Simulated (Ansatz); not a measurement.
Crystal: Ta.

```
Ta
1.0
    -1.65128    1.65128    1.65128
     1.65128   -1.65128    1.65128
     1.65128    1.65128   -1.65128
Ta
1
Direct
  0.00000 0.00000 0.00000
```

Base run:

- Program: Ansatz 0.2.0
- Functional: r2SCAN
- Potentials or basis: Ansatz PAW
- Cutoff: 500 eV (not typed: the program's choice for these potentials)
- k mesh: 11 × 11 × 11
- Occupations: fermi-dirac, width 0.05 eV
- Spin: no spin polarisation

Its results: band gap on the k mesh none (metal or under the smearing width); pressure 0.1 GPa.

**Question.** The run is repeated on the same cell with these changes: functional from r2SCAN to LDA; cutoff from 500 eV (not typed: the program's choice for these potentials) to 420 eV (not typed: the program's choice for these potentials). What comes out?

**Answer.** Band gap on the k mesh none (metal or under the smearing width); pressure -9.4 GPa.

Caveats: spin-orbit coupling is left out, which moves the levels of the heavy elements; the PAW data sets come from PBE, with cores solved anew for the run's functional, which leaves a small shift of forces and pressure.
